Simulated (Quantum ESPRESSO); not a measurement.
PbO2:

```xyz
3
Lattice="0.0000 2.7020 2.7020 2.7020 0.0000 2.7020 2.7020 2.7020 0.0000" Properties=species:S:1:pos:R:3 pbc="T T T"
Pb    0.0000    0.0000    0.0000
O     4.0530    4.0530    4.0530
O     1.3510    1.3510    1.3510
```

The cell comes from a database or a generator and needn't be the stable form of this composition.

Base run:

```yaml
Program: Quantum ESPRESSO 7.5
Functional: PBEsol
Potentials_or_basis: GBRV 1.5 PBEsol
Cutoff: 612 eV
Density_cutoff: 4898 eV
k_mesh: 9 × 9 × 9
Occupations: fermi-dirac, width 0.05 eV
Spin: no spin polarisation
```

Its results: band gap on the k mesh none (metal or under the smearing width); pressure -6.2 GPa.

Q: The run is repeated on the same cell with these changes: potentials or basis from GBRV 1.5 PBEsol to PseudoDojo 0.4.1 SR PBEsol standard; cutoff from 612 eV to 1143 eV; density cutoff from 4898 eV to 4572 eV. What comes out?

A: Band gap on the k mesh none (metal or under the smearing width); pressure -4.8 GPa.

Not every run made on this cell is shown here.
